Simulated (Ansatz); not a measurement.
rocksalt-structured SnTe: a workflow

**What was measured.** A cell as deposited of cubic SnTe (space group Fm-3m), temperature not stated, from the Crystallography Open Database (1986), has a = 6.320 Å and 31.55 Å³/atom.

A printed reference work, textbook reports, for a bulk crystal of SnTe at 300 K: band gap 0.18 eV (direct).

The results are compared with them further down.

Computed with Ansatz (plane waves, PAW, 420 eV cutoff): PBE, scalar-relativistic, no spin polarisation, Γ-centred 10×10×10 mesh, 0.05 eV Gaussian smearing. The datasets are Ansatz's generated set soft_2.

The start was a prototype's sites filled with these elements; the Crystallography Open Database holds the compound in this structure.

The start, 1 % over the database's volume:

```
Sn Te
1.0
     0.00000    3.16699    3.16699
     3.16699    0.00000    3.16699
     3.16699    3.16699    0.00000
Sn Te
1 1
Direct
  0.50000 0.50000 0.50000
  0.00000 0.00000 0.00000
```

The first steps of the search for zero pressure:

```tsv
run	level	k-mesh	kind	V (Å³/atom)	P (GPa)	gap on the mesh (eV)
1	PBE	10×10×10	fixed cell	31.76	1.5	0.05
```

Question: At which volume does PBE reach zero pressure?

Answer: 32.93 Å³/atom, about 3.7 % over the start.

The steps that followed:

```tsv
run	level	k-mesh	kind	V (Å³/atom)	P (GPa)	E − E(final) (meV/atom)	gap on the mesh (eV)
2	PBE	10×10×10	fixed cell	32.09	1.1	2.8	0.02
3	PBE	10×10×10	fixed cell	32.93	0.0	0.0	0.05
```

The final structure (symmetry read at 0.01 Å). The structure is cubic, space group Fm-3m (No. 225). The conventional cell has a = 6.410 Å, b = 6.410 Å, c = 6.410 Å, α = 90.00°, β = 90.00°, γ = 90.00°. Sn (site symmetry m-3m) is surrounded by 6 Te at 3.21 Å. Te (site symmetry m-3m) has 6 Sn at 3.21 Å as nearest neighbours. (Shells end 15 % past the nearest neighbour.)

- At the final geometry the gap, band path included, is 0.05 eV (close to the smearing width).
- The equation of state gives B0 = 40 GPa and B0′ = 4.1.
- Against the elements' standard states, run alike and uncorrected, the formation energy is -0.31 eV/atom.

**What lies behind the numbers.**

Bader charges against formal ones: Sn +0.65 (+2), Te −0.65 (−2). The cations give up 33 % of the formal charge; Bader charges stay under formal ones because the anions' density reaches into the cations' basins, the more so the higher the formal charge and the softer the anion.

**Against experiment.** PBE gives 6.410 Å and 32.93 Å³/atom, +4.3 % in volume (+1.4 % in length) from the database's cell. PBE usually overestimates volumes by a few per cent. The static lattice also lacks zero-point motion and thermal expansion, roughly 0.9 to 2.4 % in volume at 300 K (room temperature assumed) by Grüneisen's rule, γ·3k_BT/(B0·V0) with γ of 1 to 2.5, so its own overestimate is larger than the figure. Against the measured gap of SnTe, 0.18 eV (direct; 300 K; a printed reference work, textbook), the calculated 0.05 eV is off by -0.13 eV. Kohn–Sham gaps of semilocal functionals mostly fall below measured ones. Spin–orbit coupling is left out here. Temperature and excitons aren't in the calculation.

For elements this heavy, spin–orbit coupling would shift levels and gaps; it isn't included here. A displaced or strained copy of the relaxed cell lay 0.6 meV/atom lower, so the structure isn't a true minimum at this level. Spin–orbit coupling shifts the heavy anion's p levels by more than this gap and may close it.
